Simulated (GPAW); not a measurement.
**BP: energy against volume and a worked fit**

Symmetry: F-43m, No. 216, cubic system. Conventional cell: a = 4.538 Å, b = 4.538 Å, c = 4.538 Å, α = 90.00°, β = 90.00°, γ = 90.00°. P (site symmetry -43m) is surrounded by 4 B at 1.97 Å. B (site symmetry -43m) has 4 P at 1.97 Å as nearest neighbours.

The cell was scaled at fixed shape and fractions and run with GPAW, the program's PAW data sets (release 1.2.1) made for this functional, cutoff 800 eV; RPBE+D4, k mesh 10 × 10 × 10 on the cell of 2 atoms, fermi-dirac occupations of 0.05 eV, no spin polarisation, no spin-orbit coupling. Energies are those that the program minimises, any entropy of the smearing included.

```csv
V (Å³/atom),energy over the lowest row (meV/atom)
10.9807,0.93
11.2144,0.00
11.4480,4.36
11.6816,?
11.9153,26.89
12.1489,44.17
12.3825,64.93
```

**Question.** Fit the third-order Birch-Murnaghan form, give V0, B0 and B′, and predict the energy left open.

**Answer.** With y = (V0/V)^(2/3), E = E0 + (9 V0 B0/16) [(y - 1)³ B′ + (y - 1)² (6 - 4y)]. Least squares through the rows shown give V0 = 11.1358 Å³/atom, E0 = -0.30 meV, B0 = 178.8 GPa (1 eV/Å³ = 160.218 GPa) and B′ = 3.99, with a largest miss of 0.01 meV. At V = 11.6816 the form with these constants gives 13.48 meV; the run gave 13.49 meV an atom. Measured volume: 11.68 Å³/atom at 297 K (a printed reference work), so the fit lies -4.7 % from it. The runs are for a static lattice.
